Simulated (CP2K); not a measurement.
Crystal: Si2W.

```
CELL_PARAMETERS angstrom
4.52671 0.00000 0.00000
2.24503 3.93077 0.00000
-3.38587 -1.96538 2.27250
ATOMIC_POSITIONS crystal
W 0.00000 0.00000 0.00000
Si 0.66530 0.66530 0.00000
Si 0.33470 0.33470 0.00000
```

Base run:

```yaml
Program: CP2K 2026.2
Functional: BEEF-vdW
Potentials_or_basis: POTENTIAL_UZH W GTH-PBE-q14, Si GTH-PBE-q4; TZVP-MOLOPT-PBE-GTH basis
Density_cutoff: 9184 eV
k_mesh: 12 × 12 × 12
Occupations: fermi-dirac, width 0.05 eV
Spin: no spin polarisation
```

Its results: band gap on the k mesh none (metal or under the smearing width); pressure 0.9 GPa; largest force 0.089 eV/Å.

Question: After a change of settings the same cell gave: band gap on the k mesh none (metal or under the smearing width); pressure -0.4 GPa; largest force 0.029 eV/Å. Which change was it?
A. functional from BEEF-vdW to OLYP
B. functional from BEEF-vdW to PBE
C. functional from BEEF-vdW to PBEsol
D. functional from BEEF-vdW to optB88-vdW

Answer: C.

Caveats: the potentials were made for another functional, which shifts forces and pressure; spin-orbit coupling is left out, which moves the levels of the heavy elements; the basis of atomic orbitals isn't converged, which shifts pressures, moduli and gaps.
